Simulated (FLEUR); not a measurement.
# Hf (P6/mmm) in FLEUR: further runs

One crystal, Hf, is run at these levels: LDA; tasks: band structure, equation of state.

Everything below comes from runs of FLEUR MaX-R8.1 (later development tree). Logs are shortened: lines on timing, memory, paths and dates and some standing lists are left out, and cuts for length are marked.

## 1. The crystal as given

It takes space group P6/mmm (No. 191, hexagonal). Conventional cell: a = 4.962 Å, b = 4.962 Å, c = 3.086 Å, α = 90.00°, β = 90.00°, γ = 120.00°. Around Hf (site symmetry 6/mmm) lie 14 Hf at 3.09 to 3.25 Å. Hf (site symmetry -6m2) has 11 Hf at 2.87 to 3.25 Å as nearest neighbours.

This isn't the form of Hf at room conditions, which is hcp.

## 2. Band structure, LDA

File inp.xml:

```xml
<?xml version="1.0" encoding="UTF-8" standalone="no"?>
<fleurInput fleurInputVersion="0.39">
   <comment>
      Hf                                                                                                  
   </comment>
   <calculationSetup>
      <cutoffs Kmax="4.1" Gmax="12.7" GmaxXC="12.7" numbands="0"/>
      <scfLoop itmax="60" minDistance="0.00001" maxIterBroyd="15" imix="Anderson" alpha="0.05" precondParam="0.0" spinf="2.0" sdNocoIR="T"/>
      <coreElectrons ctail="T" frcor="F" kcrel="0" coretail_lmax="0"/>
      <xcFunctional name="vwn" relativisticCorrections="F"/>
      <magnetism jspins="1"/>
      <soc l_soc="F" theta="0.0" phi="0.0" spav="F"/>
      <expertModes spex="0" secvar="F"/>
      <geometryOptimization l_f="F" forcealpha="1.0" forcemix="BFGS" epsdisp="0.00001" epsforce="0.00001"/>
      <ldaU l_linMix="F" mixParam="0.05" spinf="1.0"/>
   </calculationSetup>
   <cell>
      <bzIntegration valenceElectrons="78.0" mode="hist" fermiSmearingEnergy="0.00183747">
         <kPointListSelection listName="default-1"/>
         <!-- k-points included here -->
         <xi:include xmlns:xi="http://www.w3.org/2001/XInclude" href="kpts.xml"> </xi:include>
      </bzIntegration>
      <!-- symmetry operations included here -->
      <xi:include xmlns:xi="http://www.w3.org/2001/XInclude" href="sym.xml"> </xi:include>
      <bulkLattice scale="1.0">
         <bravaisMatrix>
            <row-1>    9.3774437781712052     0.0000000000000000     0.0000000000000000</row-1>
            <row-2>   -4.6887218890856026     8.1211045343544512     0.0000000000000000</row-2>
            <row-3>    0.0000000000000000     0.0000000000000000     5.8321337094080379</row-3>
         </bravaisMatrix>
      </bulkLattice>
   </cell>
   <atomSpecies>
      <species name="Hafnium (Hf)" element="Hf" atomicNumber="72">
         <mtSphere radius="2.51" gridPoints="829" logIncrement="0.016"/>
         <atomicCutoffs lmax="10" lnonsphr="10"/>
         <electronConfig flipSpins="F">
            <coreConfig>(1s1/2) (2s1/2) (2p1/2) (2p3/2) (3s1/2) (3p1/2) (3p3/2) (4s1/2) (3d3/2) (3d5/2) (4p1/2) (4p3/2) (4d3/2) (4d5/2)</coreConfig>
            <valenceConfig>(5s1/2) (5p1/2) (5p3/2) (6s1/2) (4f5/2) (4f7/2) (5d3/2) (5d5/2)</valenceConfig>
            <stateOccupation state="(5d3/2)" spinUp="0.400000" spinDown="0.400000"/>
            <stateOccupation state="(5d5/2)" spinUp="0.600000" spinDown="0.600000"/>
         </electronConfig>
         <energyParameters s="6" p="6" d="5" f="4"/>
         <lo type="SCLO" l="0" n="5" eDeriv="0"/>
         <lo type="SCLO" l="1" n="5" eDeriv="0"/>
         <lo type="SCLO" l="2" n="5" eDeriv="2"/>
         <lo type="SCLO" l="3" n="4" eDeriv="2"/>
      </species>
   </atomSpecies>
   <atomGroups>
      <atomGroup species="Hafnium (Hf)">
         <relPos label="                   1">.0000000000 .0000000000 .0000000000</relPos>
         <force calculate="T" relaxXYZ="TTT"/>
      </atomGroup>
      <atomGroup species="Hafnium (Hf)">
         <relPos label="                   2">1.000/3.000 -1.000/3.000 1.000/2.000</relPos>
         <relPos label="                   3">-1.000/3.000 1.000/3.000 1.000/2.000</relPos>
         <force calculate="T" relaxXYZ="TTT"/>
      </atomGroup>
   </atomGroups>
   <output dos="F" band="F" slice="F">
      <checks vchk="F" cdinf="F"/>
      <bandDOS minEnergy="-.5*Htr" maxEnergy="0.5*Htr" sigma="0.015" storeEVData="T"/>
      <vacuumDOS vacdos="F" integ="F" star="F" nstars="0" locx1="0.0" locy1="0.0" locx2="0.0" locy2="0.0" nstm="0" tworkf="0.0"/>
      <unfoldingBand unfoldBand="F" supercellX="1" supercellY="1" supercellZ="1"/>
      <plotting iplot="0" polar="F">
         <plot TwoD="T" vec1="  1.0  0.0  0.0" vec2="  0.0  1.0  0.0" vec3="  0.0  0.0  1.0" zero="  0.0  0.0  0.0" file="plot"/>
      </plotting>
      <chargeDensitySlicing numkpt="0" minEigenval="0.0" maxEigenval="0.0" nnne="0" pallst="F"/>
      <specialOutput eonly="F"/>
      <moessbauerParams electricFieldGradient="T" isomerShift="T" coreHyperfine="T" valenceHyperfine="T"/>
      <magneticCircularDichroism mcd="F" energyLo="-10.0" energyUp="0.0"/>
   </output>
  <!-- We include the file relax.xml here to enable relaxations (see documentation) -->
  <xi:include xmlns:xi="http://www.w3.org/2001/XInclude" href="relax.xml"> <xi:fallback/> </xi:include>
</fleurInput>
```

File crystal.txt:

```
Hf
&input cartesian=F /
4.9623295440  0.0000000000  0.0000000000
-2.4811647720  4.2975034470  0.0000000000
0.0000000000  0.0000000000  3.0862322500
1.8897261246
1.0 1.0 1.0

3
72 0.0000000000  0.0000000000  0.0000000000
72 0.3333333333  0.6666666667  0.5000000000
72 0.6666666667  0.3333333333  0.5000000000

&kpt div1=6 div2=6 div3=9 gamma=T /
```

File inp.xml (bands):

```
<?xml version="1.0" encoding="UTF-8" standalone="no"?>
<fleurInput fleurInputVersion="0.39">
   <comment>
      Hf                                                                                                  
   </comment>
   <calculationSetup>
      <cutoffs Kmax="4.1" Gmax="12.7" GmaxXC="12.7" numbands="0"/>
      <scfLoop itmax="60" minDistance="0.00001" maxIterBroyd="15" imix="Anderson" alpha="0.05" precondParam="0.0" spinf="2.0" sdNocoIR="T"/>
      <coreElectrons ctail="T" frcor="F" kcrel="0" coretail_lmax="0"/>
      <xcFunctional name="vwn" relativisticCorrections="F"/>
      <magnetism jspins="1"/>
      <soc l_soc="F" theta="0.0" phi="0.0" spav="F"/>
      <expertModes spex="0" secvar="F"/>
      <geometryOptimization l_f="F" forcealpha="1.0" forcemix="BFGS" epsdisp="0.00001" epsforce="0.00001"/>
      <ldaU l_linMix="F" mixParam="0.05" spinf="1.0"/>
   </calculationSetup>
   <cell>
      <bzIntegration valenceElectrons="78.0" mode="hist" fermiSmearingEnergy="0.00183747">
         <kPointListSelection listName="path-1"/>
         <!-- k-points included here -->
         <xi:include xmlns:xi="http://www.w3.org/2001/XInclude" href="kpts.xml"> </xi:include>
      </bzIntegration>
      <!-- symmetry operations included here -->
      <xi:include xmlns:xi="http://www.w3.org/2001/XInclude" href="sym.xml"> </xi:include>
      <bulkLattice scale="1.0">
         <bravaisMatrix>
            <row-1>    9.3774437781712052     0.0000000000000000     0.0000000000000000</row-1>
            <row-2>   -4.6887218890856026     8.1211045343544512     0.0000000000000000</row-2>
            <row-3>    0.0000000000000000     0.0000000000000000     5.8321337094080379</row-3>
         </bravaisMatrix>
      </bulkLattice>
   </cell>
   <atomSpecies>
      <species name="Hafnium (Hf)" element="Hf" atomicNumber="72">
         <mtSphere radius="2.51" gridPoints="829" logIncrement="0.016"/>
         <atomicCutoffs lmax="10" lnonsphr="10"/>
         <electronConfig flipSpins="F">
            <coreConfig>(1s1/2) (2s1/2) (2p1/2) (2p3/2) (3s1/2) (3p1/2) (3p3/2) (4s1/2) (3d3/2) (3d5/2) (4p1/2) (4p3/2) (4d3/2) (4d5/2)</coreConfig>
            <valenceConfig>(5s1/2) (5p1/2) (5p3/2) (6s1/2) (4f5/2) (4f7/2) (5d3/2) (5d5/2)</valenceConfig>
            <stateOccupation state="(5d3/2)" spinUp="0.400000" spinDown="0.400000"/>
            <stateOccupation state="(5d5/2)" spinUp="0.600000" spinDown="0.600000"/>
         </electronConfig>
         <energyParameters s="6" p="6" d="5" f="4"/>
         <lo type="SCLO" l="0" n="5" eDeriv="0"/>
         <lo type="SCLO" l="1" n="5" eDeriv="0"/>
         <lo type="SCLO" l="2" n="5" eDeriv="2"/>
         <lo type="SCLO" l="3" n="4" eDeriv="2"/>
      </species>
   </atomSpecies>
   <atomGroups>
      <atomGroup species="Hafnium (Hf)">
         <relPos label="                   1">.0000000000 .0000000000 .0000000000</relPos>
         <force calculate="T" relaxXYZ="TTT"/>
      </atomGroup>
      <atomGroup species="Hafnium (Hf)">
         <relPos label="                   2">1.000/3.000 -1.000/3.000 1.000/2.000</relPos>
         <relPos label="                   3">-1.000/3.000 1.000/3.000 1.000/2.000</relPos>
         <force calculate="T" relaxXYZ="TTT"/>
      </atomGroup>
   </atomGroups>
   <output dos="F" band="T" slice="F">
      <checks vchk="F" cdinf="F"/>
      <bandDOS minEnergy="-.5*Htr" maxEnergy="0.5*Htr" sigma="0.015" storeEVData="T"/>
      <vacuumDOS vacdos="F" integ="F" star="F" nstars="0" locx1="0.0" locy1="0.0" locx2="0.0" locy2="0.0" nstm="0" tworkf="0.0"/>
      <unfoldingBand unfoldBand="F" supercellX="1" supercellY="1" supercellZ="1"/>
      <plotting iplot="0" polar="F">
         <plot TwoD="T" vec1="  1.0  0.0  0.0" vec2="  0.0  1.0  0.0" vec3="  0.0  0.0  1.0" zero="  0.0  0.0  0.0" file="plot"/>
      </plotting>
      <chargeDensitySlicing numkpt="0" minEigenval="0.0" maxEigenval="0.0" nnne="0" pallst="F"/>
      <specialOutput eonly="F"/>
      <moessbauerParams electricFieldGradient="T" isomerShift="T" coreHyperfine="T" valenceHyperfine="T"/>
      <magneticCircularDichroism mcd="F" energyLo="-10.0" energyUp="0.0"/>
   </output>
  <!-- We include the file relax.xml here to enable relaxations (see documentation) -->
  <xi:include xmlns:xi="http://www.w3.org/2001/XInclude" href="relax.xml"> <xi:fallback/> </xi:include>
</fleurInput>
```

Potentials or basis: all-electron, FLAPW.

On the command line:

```sh
$ inpgen -f crystal.txt -profile fastHighL
$ # inp.xml edited to the form shown
$ fleur_MPI
$ fleur_MPI   # second run, on inp.xml (bands)
```

The log of the run:

```text
Welcome to FLEUR        (www.flapw.de)
      MaX-Release 8.1          (www.max-centre.eu)

 ========== k-point set info ==========
 Selected k-point list: default-1
 k-point list type: mesh
 6 x 6 x 9
 Number of k points: 35

 ------------Calculation Setup---------------------------
 Number of MPI-tasks      :            1
 Number of PE/node        :            1
 Number of OMP-threads    :            1
 Most efficient MPI parallelization for:
           1           5           7          35
 Additional eigenvalue parallelization possible
 Number of basis functions:          612
 Approximate size of matrices (H+S) per k-point:         0.006 GB
 --------------------------------------------------------
 Iteration:     1   Distance:       9.36197674 me/bohr^3
 Iteration:     2   Distance:       8.39858239 me/bohr^3
 Iteration:     3   Distance:       4.70800537 me/bohr^3
 Iteration:     4   Distance:       2.29147063 me/bohr^3
 Iteration:     5   Distance:       2.21407078 me/bohr^3
 Iteration:     6   Distance:       0.93461737 me/bohr^3
 Iteration:     7   Distance:       0.42078649 me/bohr^3
 Iteration:     8   Distance:       0.12839190 me/bohr^3
 Iteration:     9   Distance:       0.05449846 me/bohr^3
 Iteration:    10   Distance:       0.05771401 me/bohr^3
 Iteration:    11   Distance:       0.01051127 me/bohr^3
 Iteration:    12   Distance:       0.00374527 me/bohr^3
 Iteration:    13   Distance:       0.00398910 me/bohr^3
 Iteration:    14   Distance:       0.00030680 me/bohr^3
 Iteration:    15   Distance:       0.00022860 me/bohr^3
 Iteration:    16   Distance:       0.00019764 me/bohr^3
 Iteration:    17   Distance:       0.00013603 me/bohr^3
 Iteration:    18   Distance:       0.00006566 me/bohr^3
 Iteration:    19   Distance:       0.00001400 me/bohr^3
 Iteration:    20   Distance:       0.00000367 me/bohr^3

 ********************************************************************
 Run finished successfully
 Stop message:
   all done
 ********************************************************************
```

Run time: 2.1 min. Hardware: 1 thread of Arm Neoverse V1, shared host; peak memory 0.08 GiB.

Results:

```yaml
Free_energy: -1231765.3518 eV
Band_gap_along_the_path: none (metal or under the smearing width)
Valence_electrons_inside_the_program's_atomic_spheres: Hf 23.63, 23.81 (radii Hf 2.51 bohr)
```

Levels at the corners of the path, in eV from the Fermi level:
| point | band 36 | band 37 | band 38 | band 39 | band 40 | band 41 | band 42 | band 43 |
| --- | --- | --- | --- | --- | --- | --- | --- | --- |
| Γ | -0.65 | -0.60 | -0.60 | -0.55 | -0.55 | 1.05 | 2.08 | 2.08 |
| M | -3.55 | -0.46 | -0.45 | -0.37 | 0.18 | 0.83 | 1.22 | 1.52 |
| K | -4.07 | -0.31 | -0.31 | -0.09 | 0.20 | 0.55 | 0.55 | 2.31 |
| Γ | -0.65 | -0.60 | -0.60 | -0.55 | -0.55 | 1.05 | 2.08 | 2.08 |
| A | -2.53 | -2.12 | -1.89 | -1.89 | 1.40 | 1.40 | 1.98 | 1.98 |
| L | -1.99 | -1.40 | -0.76 | -0.63 | 0.55 | 0.59 | 1.10 | 1.65 |
| H | -2.01 | -1.15 | -1.15 | -1.06 | 0.72 | 0.72 | 1.15 | 1.15 |
| A | -2.53 | -2.12 | -1.89 | -1.89 | 1.40 | 1.40 | 1.98 | 1.98 |
| L | -1.99 | -1.40 | -0.76 | -0.63 | 0.55 | 0.59 | 1.10 | 1.65 |
| M | -3.55 | -0.46 | -0.45 | -0.37 | 0.18 | 0.83 | 1.22 | 1.52 |
| K | -4.07 | -0.31 | -0.31 | -0.09 | 0.20 | 0.55 | 0.55 | 2.31 |
| H | -2.01 | -1.15 | -1.15 | -1.06 | 0.72 | 0.72 | 1.15 | 1.15 |

Core levels (eV from the Fermi level):
```tsv
atom	levels
1 Hf	1s1/2 -65140.6, 2s1/2 -11130.3, 2p1/2 -10633.1, 2p3/2 -9442.4, 3s1/2 -2531.6, 3p1/2 -2310.8, 3p3/2 -2055.7, 4s1/2 -505.3, 3d3/2 -1680.8, 3d5/2 -1625.1, 4p1/2 -414.9, 4p3/2 -356.3, 4d3/2 -207.4, 4d5/2 -196.7
2 Hf	1s1/2 -65140.3, 2s1/2 -11130.0, 2p1/2 -10632.7, 2p3/2 -9442.1, 3s1/2 -2531.2, 3p1/2 -2310.4, 3p3/2 -2055.3, 4s1/2 -505.0, 3d3/2 -1680.5, 3d5/2 -1624.8, 4p1/2 -414.5, 4p3/2 -355.9, 4d3/2 -207.1, 4d5/2 -196.3
3 Hf	1s1/2 -65140.3, 2s1/2 -11130.0, 2p1/2 -10632.7, 2p3/2 -9442.1, 3s1/2 -2531.2, 3p1/2 -2310.4, 3p3/2 -2055.3, 4s1/2 -505.0, 3d3/2 -1680.5, 3d5/2 -1624.8, 4p1/2 -414.5, 4p3/2 -355.9, 4d3/2 -207.1, 4d5/2 -196.3
```

Caveat: spin-orbit coupling is left out, which moves the levels of the heavy elements.

(Continued in part 2 of 2.)
